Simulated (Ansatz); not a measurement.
Runs of Ansatz 0.2.0 on ZnO (zincite). Symmetry: P6_3mc, No. 186, hexagonal system. Conventional cell: a = 3.249 Å, b = 3.249 Å, c = 5.206 Å, α = 90.00°, β = 90.00°, γ = 120.00°. Zn (site symmetry 3m) is surrounded by 4 O at 1.97 to 1.98 Å. Around O (site symmetry 3m) lie 4 Zn at 1.97 to 1.98 Å. 

| task | level | cell | k mesh | cutoff (eV) | smearing | points for each segment of the path | mesh quality | gap on the mesh (eV) | pressure (GPa) | V0 of scaled cells (Å³/atom) | relaxed volume (Å³/atom) | B0 (GPa) | largest force (eV/Å) |
| --- | --- | --- | --- | --- | --- | --- | --- | --- | --- | --- | --- | --- | --- |
| equation of state | r2SCAN+rVV10 | as given | 9 × 9 × 5 | 500 | fermi-dirac 0.05 eV | - | not flagged | - | - | 11.70 | - | 154 | - |
| equation of state | PBE | as given | 9 × 9 × 5 | 420 | fermi-dirac 0.05 eV | - | not flagged | - | - | (b) | - | 129 | - |
| relaxation of cell and atoms | RPBE | relaxed | 9 × 9 × 5 | 420 | fermi-dirac 0.05 eV | - | not flagged | 0.80 | 0.0 | - | 12.76 | - | - |
| phonons | PBE | as given | 7 × 7 × 4 | 420 | fixed | - | not flagged | 0.80 | - | - | - | - | - |
| relaxation of cell and atoms | wPBEh | relaxed | 5 × 5 × 3 | 420 | fermi-dirac 0.05 eV | - | coarse | 2.43 | 0.0 | - | 11.92 | - | - |
| band structure | BHLYP | as given | 5 × 5 × 3 | 420 | fermi-dirac 0.05 eV | 4 | coarse | 5.93 | - | - | - | - | 0.08 |
| band structure | PBE | as given | 5 × 5 × 3 | 420 | fermi-dirac 0.05 eV | 14 | coarse | 0.80 | 4.9 | - | - | - | 0.07 |
| single point | r2SCAN+rVV10 | as given | 9 × 9 × 5 | 500 | gaussian 0.1 eV | - | not flagged | 1.18 | (a) | - | - | - | 0.07 |
| band structure | revPBE | as given | 9 × 9 × 5 | 420 | fermi-dirac 0.05 eV | 14 | not flagged | 0.88 | 8.3 | - | - | - | 0.07 |
| band structure | r2SCAN | as given | 5 × 5 × 3 | 500 | fermi-dirac 0.05 eV | 14 | coarse | 1.23 | (c) | - | - | - | 0.07 |
| band structure | RPBE | as given | 9 × 9 × 5 | 420 | fermi-dirac 0.05 eV | 14 | not flagged | 0.90 | (d) | - | - | - | 0.08 |
| relaxation of cell and atoms | exchange-only PBE | relaxed | 9 × 9 × 5 | 420 | fermi-dirac 0.05 eV | - | not flagged | 0.63 | 0.0 | - | 13.90 | - | - |

Alike in all rows: potentials or basis Ansatz PAW; no spin polarisation.

**Question.** Fill in the values left out.

**Answer.** (a) -2.5; (b) 12.33; (c) -1.1; (d) 9.5.

Caveats: some runs use coarse meshes; the PAW data sets come from PBE, with cores solved anew for the run's functional, which leaves a small shift of forces and pressure (some runs); the potentials were made for another functional, which shifts forces and pressure (some runs); the plane-wave basis is chosen anew once the cell has moved, so the energies of steps on either side of that aren't comparable (some runs); odd divisions of the mesh miss points on the zone boundary, where band edges often lie, so the gap on the mesh can be too wide (some runs); the cell was scaled at fixed shape and fractional positions, which overstates the stiffness of a crystal with free parameters, most of all of layers and chains (some runs); the volume moved by over 15 % at a fixed basis, so the end points are rough (some runs); the volume moved by +17 % from the deposited cell, more than functionals usually miss (some runs).

A k mesh can miss the band edges.

Not every run made on this cell is shown here.
